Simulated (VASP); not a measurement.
Crystal: GaAs.

```
Ga As
1.0
     3.31384    0.00000    0.00000
    -1.65692    2.86987    0.00000
     0.00000    0.00000    3.24757
Ga As
1 1
Cartesian
  0.0000 0.0000 0.0000
  0.0000 1.9132 1.6238
```

Measurements of this composition are mostly on another form, of space group No. 216.

The cell isn't the ideal one: cell and atoms relaxed from a first guess.

```yaml
Program: VASP 6.6.1
Task: relaxation of cell and atoms
Functional: PBE
Potentials_or_basis: VASP PAW PBE potentials, release 64 (Ga_d, As)
Cutoff: 600 eV
k_mesh: 13 × 13 × 11
Occupations: fermi-dirac, width 0.05 eV
Spin: no spin polarisation
```

At the start: pressure 31.0 GPa; volume 15.44 Å³/atom.

Q: How do energy, volume and symmetry change on relaxing?

A: Over 13 steps the energy falls by 372.7 meV/atom and the volume is 20.73 Å³/atom (+34.2 %); space group P-6m2 (No. 187, to 0.05 Å).

Step by step:
```csv
step,energy change (eV),largest force (eV/Å),pressure (GPa),volume (Å³)
1,0.0000,0.0000,30.97,30.89
2,-0.5464,0.0000,-6.45,46.24
3,-0.6954,0.0000,0.29,39.91
4,-0.6954,0.0000,-0.06,40.10
5,-0.7057,0.0000,-0.08,40.24
6,-0.7298,0.0000,0.14,40.58
7,-0.7314,0.0000,1.52,40.98
8,-0.7395,0.0000,0.40,40.75
9,-0.7439,0.0000,0.88,40.89
10,-0.7405,0.0000,-1.32,42.54
11,-0.7452,0.0000,0.06,41.46
12,-0.7452,0.0000,0.11,41.45
13,-0.7453,0.0000,-0.01,41.45
```

Final structure:
```
CELL_PARAMETERS angstrom
3.84190 0.00000 0.00000
-1.92095 3.32718 0.00000
0.00000 0.00000 3.24273
ATOMIC_POSITIONS crystal
Ga 0.00000 0.00000 0.00000
As 0.33333 0.66667 0.50000
```

Caveat: the volume moved by over 15 % at a fixed basis, so the end points are rough.
